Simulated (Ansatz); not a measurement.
Pb: single point with PBE

The system is Pb.

```
CELL_PARAMETERS angstrom
3.03861 -1.75032 0.00000
3.03861 1.75032 0.00000
-2.11546 0.00000 6.09522
ATOMIC_POSITIONS crystal
Pb 0.90851 0.90851 0.72629
Pb 0.09149 0.09149 0.27371
```

This isn't the form of Pb at room conditions, which is fcc.

- Program: Ansatz 0.2.0
- Task: single point
- Functional: PBE
- Potentials or basis: all-electron LAPW, scalar-relativistic
- Cutoff: 174 eV (chosen from the basis error)
- Basis error allowed: 0.001 eV/atom
- k mesh: 9 × 9 × 5
- Occupations: fermi-dirac, width 0.05 eV
- Spin: no spin polarisation

| Item | Value |
| --- | --- |
| Pressure | 0.8 GPa |
| Largest force | 0.079 eV/Å |
| Band gap on the k mesh | none (metal or under the smearing width) |

Forces on the atoms (eV/Å):
```
Pb   0.029  0.000 -0.074
Pb  -0.029  0.000  0.074
```

Levels at points of the mesh, in eV from the Fermi level:
```tsv
k point	band 32	band 33	band 34	band 35	band 36	band 37	band 38	band 39	band 40	band 41
(0.00, 0.00, 0.00)	-16.81	-11.44	-8.36	-3.96	6.24	6.44	6.50	6.55	6.66	9.25
```

It took 21 s on 1 thread of Intel(R) Xeon(R) 6975P-C (Granite Rapids), on a shared host, peak memory 0.54 GiB.

The run has no spin-orbit coupling, so splittings on Pb are missing.
